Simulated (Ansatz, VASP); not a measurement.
**One calculation of Se, two programs**

```
CELL_PARAMETERS angstrom
2.73624 0.00000 0.00000
0.00000 2.73624 0.00000
0.00000 0.00000 2.73624
ATOMIC_POSITIONS crystal
Se 0.00000 0.00000 0.00000
```

Alike in both runs: task single point; functional RPBE; k mesh 12 × 12 × 12; occupations fermi-dirac, width 0.1 eV; no spin polarisation.

|  | VASP | Ansatz |
| --- | --- | --- |
| version | VASP 6.6.1 | Ansatz 0.2.0 |
| potentials or method | VASP PAW PBE potentials, release 64 (Se) | plane waves (420 eV) with PAW, scalar-relativistic |
| plane-wave cutoff (eV) | 520 | 420 |
| valence electrons in the cell | 6 | 16 |

```tsv
	VASP	Ansatz	Ansatz less VASP
pressure (GPa)	11.2	11.2	-0.03
```

The functional is the same, so the differences come from potentials, cutoffs and numerics. The two sets of potentials don't hold the same shells in valence.

Caveats: the PAW data sets were made with another functional, which shifts forces and pressure a little (VASP).
